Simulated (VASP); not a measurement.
# SiC (F-43m): a series in biaxial strain in the (001) plane

Wanted: the response of SiC to biaxial strain in the (001) plane, as a table, with a fit that predicts a row left out.

Program: VASP 6.6.1. Level of theory: LDA; plane waves and PAW (Si, C), in the first sound run; inputs show where later runs differ. Results are calculated unless marked as measured.

## 1. The structure

It takes space group F-43m (No. 216, cubic). Conventional cell: a = 4.360 Å, b = 4.360 Å, c = 4.360 Å, α = 90.00°, β = 90.00°, γ = 90.00°. Si has 4 C at 1.89 Å nearest. Nearest to C lie 4 Si at 1.89 Å. Farther neighbours are not listed.

## 2. Relax the crystal, LDA

The series starts from the cell that this level prefers, so that zero strain is near zero stress.

This step took 2 runs in a row; the last is shown.

Level: LDA; plane waves and PAW (Si, C).

Contents of INCAR:

```
SYSTEM = SiC
PREC = Accurate
ENCUT = 600
EDIFF = 1E-07
NELM = 120
ISMEAR = 0
SIGMA = 0.02
LREAL = .FALSE.
ALGO = Normal
GGA = CA
NBANDS = 10
LORBIT = 11
LWAVE = .FALSE.
LCHARG = .FALSE.
KPAR = 16
IBRION = 2
NSW = 40
ISIF = 3
EDIFFG = -0.005
POTIM = 0.4
```

Contents of POSCAR:

```
SiC
1.0
    0.0000000000      2.1652404209      2.1652404209
    2.1652404209      0.0000000000      2.1652404209
    2.1652404209      2.1652404209      0.0000000000
Si C
1 1
Direct
    0.0000000000      0.0000000000      0.0000000000
    0.2500000000      0.2500000000      0.2500000000
```

Contents of KPOINTS:

```
Automatic mesh
0
Gamma
12 12 12
0 0 0
```

PAW data sets: Si and C (LDA family, release 64).

Run with:

```sh
$ mpirun -np 16 vasp_std
```

The program printed:

```text
[banner, memory and clock lines left out]
running   16 mpi-ranks, on    1 nodes
[...]
|                                                                             |
|           W    W    AA    RRRRR   N    N  II  N    N   GGGG   !!!           |
|           W    W   A  A   R    R  NN   N  II  NN   N  G    G  !!!           |
|           W    W  A    A  R    R  N N  N  II  N N  N  G       !!!           |
|           W WW W  AAAAAA  RRRRR   N  N N  II  N  N N  G  GGG   !            |
|           WW  WW  A    A  R   R   N   NN  II  N   NN  G    G                |
|           W    W  A    A  R    R  N    N  II  N    N   GGGG   !!!           |
|                                                                             |
|     For optimal performance we recommend to set                             |
|       NCORE = 2 up to number-of-cores-per-socket                            |
|     NCORE specifies how many cores store one orbital (NPAR=cpu/NCORE).      |
|     This setting can greatly improve the performance of VASP for DFT.       |
[...]
|     Unfortunately you need to use the default for GW and RPA                |
|     calculations (for HF NCORE is supported but not extensively tested      |
|     yet).                                                                   |
|                                                                             |

 LDA part: xc-table for (Slater(with rela. corr.)+CA(PZ))
 , standard interpolation
 POSCAR, INCAR and KPOINTS ok, starting setup
[...]
entering main loop
       N       E                     dE             d eps       ncg     rms          rms(c)
DAV:   1     0.408551955501E+01    0.40855E+01   -0.44454E+03  1504   0.771E+02
DAV:   2    -0.180102019773E+02   -0.22096E+02   -0.20958E+02  1842   0.117E+02
DAV:   3    -0.187329053029E+02   -0.72270E+00   -0.72107E+00  1674   0.186E+01
DAV:   4    -0.187365577239E+02   -0.36524E-02   -0.36521E-02  1648   0.166E+00
[...]
DAV:  11    -0.166448018268E+02   -0.42573E-06   -0.30540E-06  1718   0.119E-02    0.134E-02
DAV:  12    -0.166448016038E+02    0.22292E-06   -0.68107E-07  1496   0.428E-03    0.594E-04
DAV:  13    -0.166448016031E+02    0.74874E-09   -0.28133E-08   750   0.115E-03
   1 F= -.16644802E+02 E0= -.16644802E+02  d E =-.166448E+02
[...]
reached required accuracy - stopping structural energy minimisation
```

It took 1.4 s on 16 MPI ranks of Intel Xeon 6975P-C (Granite Rapids), shared host; peak memory 2.1 GiB.

The logs omit lines about the potential files and the build; timing stands in the text.

From OUTCAR (step 2):

```text
  Total        0.0011091      0.0011091      0.0011091      0.0000000      0.0000000     -0.0000000
  in kB        0.0875247      0.0875247      0.0875247      0.0000000      0.0000000     -0.0000000
  external PRESSURE =       0.0875247 kB  Pullay stress =       0.0000000 kB

 POSITION                                       TOTAL-FORCE (eV/Angst)
 -----------------------------------------------------------------------------------
      0.00000      0.00000      0.00000         0.000000      0.000000     -0.000000
      1.08262      1.08262      1.08262        -0.000000     -0.000000      0.000000
 -----------------------------------------------------------------------------------
    total drift:                                0.000000      0.000000      0.000000

  FREE ENERGIE OF THE ION-ELECTRON SYSTEM (eV)
  ---------------------------------------------------
  free  energy   TOTEN  =       -16.6448016031 eV

  energy  without entropy=      -16.6448016031  energy(sigma->0) =      -16.64480160

 reached required accuracy - stopping structural energy minimisation

[... 3 further parts left out ...]
[key lines of the parts left out:]
E-fermi :   8.4189
```

This run gave:

| Quantity | Value |
| --- | --- |
| energy(sigma→0) of the program | -16.6448 eV |
| stress, compression positive | xx, yy, zz 0.01, 0.01, 0.01 GPa |
| volume | 20.302 Å³ |
| ionic steps | 1 |

## 3. Strain along the normal, LDA

One member in full: the plane is strained by -0.5 %, and the strain along the normal is moved by secant steps until the normal stress is under 0.012 GPa or five steps are spent; the atoms relax at each step.

This step took 2 runs, each at a new trial strain with the atoms of the one before; the last is shown.

Level: LDA; plane waves and PAW (Si, C); cell typed or built by script.

Edit INCAR of step 2 so:

```diff
@@ -14,7 +14,7 @@
 LCHARG = .FALSE.
-KPAR = 16
-IBRION = 2
-NSW = 40
-ISIF = 3
-EDIFFG = -0.005
-POTIM = 0.4
+KPAR = 4
+IBRION = 1
+NSW = 25
+ISIF = 2
+EDIFFG = -0.004
+POTIM = 0.3
```

Contents of POSCAR:

```
SiC
1.0
    0.0000000000      2.1544142190      2.1728621210
    2.1544142190      0.0000000000      2.1728621210
    2.1544142190      2.1544142190      0.0000000000
Si C
1 1
Direct
    0.0000000000      0.0000000000      0.0000000000
    0.2500000000      0.2500000000      0.2500000000
```

KPOINTS is that of step 2.

Run with:

```sh
$ mpirun -np 4 vasp_std
```

The program printed:

```text
[banner, memory and clock lines left out]
running    4 mpi-ranks, on    1 nodes
[...]
LDA part: xc-table for (Slater(with rela. corr.)+CA(PZ))
 , standard interpolation
 POSCAR, INCAR and KPOINTS ok, starting setup
[...]
entering main loop
       N       E                     dE             d eps       ncg     rms          rms(c)
DAV:   1     0.393100611674E+01    0.39310E+01   -0.43896E+03  3348   0.766E+02
DAV:   2    -0.180734831948E+02   -0.22004E+02   -0.21203E+02  4282   0.120E+02
DAV:   3    -0.187522745492E+02   -0.67879E+00   -0.67737E+00  3862   0.184E+01
DAV:   4    -0.187552956311E+02   -0.30211E-02   -0.30208E-02  3766   0.153E+00
[...]
DAV:  11    -0.166432068158E+02   -0.42562E-06   -0.29486E-06  3894   0.118E-02    0.135E-02
DAV:  12    -0.166432065908E+02    0.22500E-06   -0.67860E-07  3364   0.426E-03    0.588E-04
DAV:  13    -0.166432065900E+02    0.88562E-09   -0.28705E-08  1686   0.117E-03
   1 F= -.16643207E+02 E0= -.16643207E+02  d E =-.166432E+02
 BRION: g(F)=  0.105E-47 g(S)=  0.000E+00
 reached required accuracy - stopping structural energy minimisation
```

Run time: 3.4 s. Hardware: 4 MPI ranks; peak memory 0.58 GiB.

From OUTCAR (step 3):

```text
  Total        0.2856024      0.2856024      0.0004339      0.0000000      0.0000000      0.0000000
  in kB       22.6856792     22.6856792      0.0344683      0.0000000      0.0000000      0.0000000
  external PRESSURE =      15.1352756 kB  Pullay stress =       0.0000000 kB

 POSITION                                       TOTAL-FORCE (eV/Angst)
 -----------------------------------------------------------------------------------
      0.00000      0.00000      0.00000        -0.000000     -0.000000     -0.000000
      1.07721      1.07721      1.08643         0.000000      0.000000      0.000000
 -----------------------------------------------------------------------------------
    total drift:                                0.000000      0.000000      0.000000

  FREE ENERGIE OF THE ION-ELECTRON SYSTEM (eV)
  ---------------------------------------------------
  free  energy   TOTEN  =       -16.6432065900 eV

  energy  without entropy=      -16.6432065900  energy(sigma->0) =      -16.64320659

[... 1 part as in an earlier step ...]

[... 3 further parts left out ...]
[key lines of the parts left out:]
E-fermi :   8.5084
```

This run gave:

| Item | Value |
| --- | --- |
| energy(sigma→0) of the program | -16.6432 eV |
| stress, compression positive | xx, yy, zz 2.27, 2.27, 0.00 GPa |
| ionic steps | 1 |

## 4. Band edges, HSE06

Short lines in KPOINTS_OPT sample the zone centre along and across the normal of the plane, for masses, and the other valleys.

Level: HSE06; plane waves and PAW (Si, C); cell typed or built by script.

Contents of INCAR:

```
SYSTEM = SiC
PREC = Accurate
ENCUT = 600
EDIFF = 1E-06
NELM = 100
ISMEAR = 0
SIGMA = 0.02
LREAL = .FALSE.
ALGO = Normal
LHFCALC = .TRUE.
AEXX = 0.25
GGA = PE
HFSCREEN = 0.2
LASPH = .TRUE.
NBANDS = 9
PRECFOCK = Fast
LWAVE = .FALSE.
LCHARG = .FALSE.
KPAR = 4
```

POSCAR is that of step 3.

Contents of KPOINTS:

```
Automatic mesh
0
Gamma
6 6 6
0 0 0
```

Contents of KPOINTS_OPT:

```
Line mode
6
Line-mode
Reciprocal
  0.00000000   0.00000000   0.00000000
  0.01729109   0.01729109   0.00000000

  0.00000000   0.00000000   0.00000000
 -0.00000000  -0.01714428  -0.01714428

  0.31000000   0.31000000   0.00000000
  0.50000000   0.50000000   0.00000000

  0.00000000   0.31000000   0.31000000
  0.00000000   0.50000000   0.50000000

  0.45000000   0.45000000   0.45000000
  0.50000000   0.50000000   0.50000000

  0.45000000   0.00000000   0.00000000
  0.50000000   0.00000000   0.00000000

  0.42500000   0.42500000   0.00000000
  0.42500000   0.44214428   0.01714428

  0.50000000   0.50000000   0.50000000
  0.48787716   0.51212284   0.50000000
```

Run with:

```sh
$ mpirun -np 4 vasp_std
```

The program printed:

```text
[banner, memory and clock lines left out]
running    4 mpi-ranks, on    1 nodes
[...]
|                                                                             |
|               ----> ADVICE to this user running VASP <----                  |
|                                                                             |
|     You enforced a specific xc type in the INCAR file but a different       |
|     [... a line on the potential file left out ...]
|     I HOPE YOU KNOW WHAT YOU ARE DOING!                                     |
|                                                                             |

 LDA part: xc-table for (Slater+PW92), standard interpolation
 found WAVECAR, reading the header
 POSCAR, INCAR and KPOINTS ok, starting setup
[...]
reading WAVECAR
 the WAVECAR file was read successfully
 initial charge from wavefunction
 entering main loop
       N       E                     dE             d eps       ncg     rms          rms(c)
DAV:   1    -0.175334543420E+02   -0.17533E+02   -0.81008E-01   542   0.735E+00    0.433E+00
DAV:   2    -0.175354718333E+02   -0.20175E-02   -0.11727E-02   771   0.961E-01    0.282E+00
DAV:   3    -0.175338762055E+02    0.15956E-02   -0.16231E-03   738   0.228E-01    0.163E+00
DAV:   4    -0.175334464676E+02    0.42974E-03   -0.37602E-04   594   0.118E-01    0.908E-01
[...]
DAV:   8    -0.175332245440E+02    0.51011E-05   -0.17503E-06   520   0.123E-02    0.933E-02
DAV:   9    -0.175332230729E+02    0.14710E-05   -0.56506E-07   279   0.693E-03    0.540E-02
DAV:  10    -0.175332226638E+02    0.40909E-06   -0.24329E-07   279   0.473E-03
   1 F= -.17533223E+02 E0= -.17533223E+02  d E =-.776344E-27
 Start KPOINTS_OPT (optional k-point list driver)
k-point batch [1-30\48]
       N       E                     dE             ncg
DAV:   1     0.143576244238E+04   -0.47320E+04      548
DAV:   2     0.607979700448E+03   -0.82778E+03      829
DAV:   3     0.552610685080E+03   -0.55369E+02      639
DAV:   4     0.552250579142E+03   -0.36011E+00      691
DAV:   5     0.552247461075E+03   -0.31181E-02      684
DAV:   6     0.552247446139E+03   -0.14936E-04      732
DAV:   7     0.552247446046E+03   -0.92832E-07      652
k-point batch [31-48\48]
       N       E                     dE             ncg
DAV:   1     0.514800195329E+04   -0.54767E+04      340
DAV:   2     0.472136202708E+04   -0.42664E+03      448
DAV:   3     0.470027484969E+04   -0.21087E+02      364
DAV:   4     0.470014020259E+04   -0.13465E+00      450
DAV:   5     0.470013962797E+04   -0.57462E-03      426
DAV:   6     0.470013962614E+04   -0.18308E-05      450
DAV:   7     0.470013962613E+04   -0.66484E-08      410
```

The job ended after 68 s (4 MPI ranks; peak memory 0.99 GiB).

Parts of OUTCAR (step 4):

```text
  LATTYP: Found a body centered tetragonal cell.
 ALAT       =     3.0468018075
 C/A-ratio  =     1.4263232454

 Subroutine GETGRP returns: Found  8 space group operations
 (whereof  8 operations were pure point group operations)

The static configuration has the point symmetry D_2d.

 Found     30 irreducible k-points:

   k-points           NKPTS =     30   k-points in BZ     NKDIM =    216   number of bands    NBANDS=      9

   dimension x,y,z NGX =    24 NGY =   24 NGZ =   24
   dimension x,y,z NGXF=    48 NGYF=   48 NGZF=   48

   ENCUT  =  600.0 eV  44.10 Ry    6.64 a.u.   6.11  6.11  6.09*2*pi/ulx,y,z

   NELECT =       8.0000    total number of electrons

  exchange ACFDT corr.  =         0.00000000  see jH, gK, PRB 81, 115126

 E-fermi :   8.0788

 k-point     1 :       0.0000    0.0000    0.0000
  band No.  band energies     occupation
      1      -9.2688      2.00000
      2       7.8720      2.00000
      3       7.9329      2.00000
      4       7.9329      2.00000
      5      15.7992      0.00000
      6      16.7138      0.00000
      7      16.7138      0.00000
      8      16.7357      0.00000
      9      23.9542      0.00000

 k-point     2 :       0.1667    0.0000    0.0000
  band No.  band energies     occupation
      1      -8.6714      2.00000
      2       5.3183      2.00000
      3       7.5246      2.00000
      4       7.5868      2.00000
      5      15.7789      0.00000
      6      17.2754      0.00000
      7      17.2982      0.00000
      8      17.9897      0.00000
      9      22.3713      0.00000

 POSITION                                       TOTAL-FORCE (eV/Angst)
 -----------------------------------------------------------------------------------
      0.00000      0.00000      0.00000        -0.000000     -0.000000      0.000000
      1.07721      1.07721      1.08643         0.000000      0.000000      0.000000
 -----------------------------------------------------------------------------------
    total drift:                                0.000000     -0.000000      0.000001

  FREE ENERGIE OF THE ION-ELECTRON SYSTEM (eV)
  ---------------------------------------------------
  free  energy   TOTEN  =       -17.5332226638 eV

  energy  without entropy=      -17.5332226638  energy(sigma->0) =      -17.53322266

[... 1 part as in an earlier step ...]

[... 7 further parts left out ...]
```

This run gave:

```
energy(sigma→0) of the program : -17.5332 eV
```

[end of part 1 of 2]

[Lines on the potential files, build, host, timing and source positions are cut from VASP's logs without a mark.]

[Logs are printed without paths, hosts, clocks, repeated set-up lines and the standing remarks that a program may print on its own settings, such as how far it seeks lower states.]

[Hosts, paths, dates, database ids (printed as entryN), source tags and the programs' standing remarks are cut or masked in the printed files.]

[In band tables of VASP the shares of atoms and orbitals are scaled to a sum of 1 inside the atoms' spheres.]
